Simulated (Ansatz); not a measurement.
# Energy landscape near a SrO structure

The calculation used DFT PBE, scalar-relativistic, plane waves, PAW in Ansatz.

Settings: cutoff 420 eV, Γ-centred mesh 8×8×8 on the computed 2-atom cell, Gaussian smearing of 0.02 eV; no spin polarisation.

Reference cell:

```
Sr O
1.0
     0.00000    2.56980    2.56980
     2.56980    0.00000    2.56980
     2.56980    2.56980    0.00000
Sr O
1 1
Direct
  0.00000 0.00000 0.00000
  0.50000 0.50000 0.50000
```

Each variant moves atoms of this cell by the vectors given, if any (Å), and then applies a symmetric strain (tensor components, Cartesian axes). The reference cell isn't relaxed at this level. Energies are per atom at zero smearing, counted from the lowest variant. Pressure is positive in compression.

1. strain (xx yy zz yz xz xy, %) -3.89 -3.89 -3.89 0.00 0.00 0.00
2. strain (xx yy zz yz xz xy, %) -1.24 -0.39 -0.42 0.13 -0.33 1.00; moves: Sr1 (0.037, 0.036, 0.030); O2 (-0.037, -0.036, -0.030)
3. strain (xx yy zz yz xz xy, %) -3.11 -3.46 -4.03 -0.04 0.12 0.08; moves: Sr1 (-0.019, -0.015, 0.018); O2 (0.019, 0.015, -0.018)
4. no strain; moves: O2 (0.082, 0.195, 0.076)
5. strain (xx yy zz yz xz xy, %) 5.50 -3.50 5.50 0.00 0.00 0.00
6. strain (xx yy zz yz xz xy, %) 4.40 4.40 4.40 0.00 0.00 0.00

```csv
result,ΔE (meV/atom),P (GPa),largest force (eV/Å),gap on mesh (eV)
A,81.6,16.36,0.21,3.19
B,16.1,-6.60,0.00,3.15
C,0.0,5.43,0.30,3.36
D,96.0,17.96,0.00,3.19
E,13.4,-1.61,0.00,2.93
F,11.0,4.27,0.59,3.52
```

Q: Which variant gave which result?

A: A is 3, B is 6, C is 2, D is 1, E is 5, F is 4. The pressure falls as the cell grows: from the smallest volume to the largest the variants are 1, 3, 2, 4, 5, 6.